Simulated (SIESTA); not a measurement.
## Al2Cu under changes of volume

One of the cells (15.671 Å³/atom); the others are scaled copies at fixed shape and fractional positions:

```
Cu Al
1.0
    -2.03034    2.03034    2.85109
     2.03034   -2.03034    2.85109
     2.03034    2.03034   -2.85109
Cu Al
1 2
Direct
  0.50000 0.50000 0.00000
  0.25000 0.75000 0.50000
  0.75000 0.25000 0.50000
```

The cell comes from a database or a generator and needn't be the stable form of this composition.

* Program: SIESTA 5.4.2
* Functional: LDA
* Potentials or basis: PseudoDojo 0.4 standard (LDA files)
* Basis: DZP (energy shift 0.003 Ry; two zetas on semicore shells)
* Grid cutoff: 800 Ry
* Energy shift: 0.003 Ry
* k mesh: 9 × 9 × 9
* Occupations: fermi-dirac, width 0.05 eV
* Spin: no spin polarisation

```tsv
volume (Å³/atom)	energy over the lowest point (meV/atom)	pressure (GPa)
14.730	4.23	3.5
15.044	0.00	0.9
15.357	0.49	-1.4
15.671	5.18	-3.4
15.984	13.63	-5.2
16.297	25.43	-6.8
16.611	?	?
```

Q: What does the run at 16.611 Å³/atom give?

A: Energy over the lowest point 40.24 meV/atom; pressure -8.3 GPa.

Worked out: A Birch-Murnaghan fit of order 3 (a polynomial in V^(-2/3)) to the other rows has its minimum at 15.16 Å³/atom with B0 = V·E''(V) = 111 GPa and B' = 4.4 at fixed shape and positions, which overstates the stiffness. It gives 40.29 meV/atom at 16.611 Å³/atom, against the run's 40.24, and -dE/dV = -8.3 GPa, against -8.3.

Energies are extrapolated to zero smearing.

Caveats: short orbitals over semicore shells can move pressures by several GPa; the basis of atomic orbitals isn't converged, which shifts pressures, moduli and gaps.
